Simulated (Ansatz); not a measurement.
ZnSiP2 (space group I-42d) relaxed with several functionals in Ansatz (plane waves to 420 eV, scalar-relativistic PAW, no spin-orbit coupling, symmetry kept). The database cell has 18.88 Å³/atom; its temperature or method isn't stated, so the comparison with it is no error of the functional. No moments.

```
functional conventional cell V (Å³/atom) against the database cell (%) gap on mesh (eV) largest moment (μB)
       PBE  a = 5.418 Å, b = 5.418 Å, c = 10.538 Å, α = 90.00°, β = 90.00°, γ = 90.00°        19.33                            2.4              1.36                 0.00
       LDA  a = 5.306 Å, b = 5.306 Å, c = 10.383 Å, α = 90.00°, β = 90.00°, γ = 90.00°        18.27                           -3.2              1.12                 0.00
PBE+D3(BJ) a = 5.353 Å, b = 5.353 Å, c = 10.418 Å, α = 90.00°, β = 90.00°, γ = 90.00°        18.66                           -1.2              1.27                 0.00
```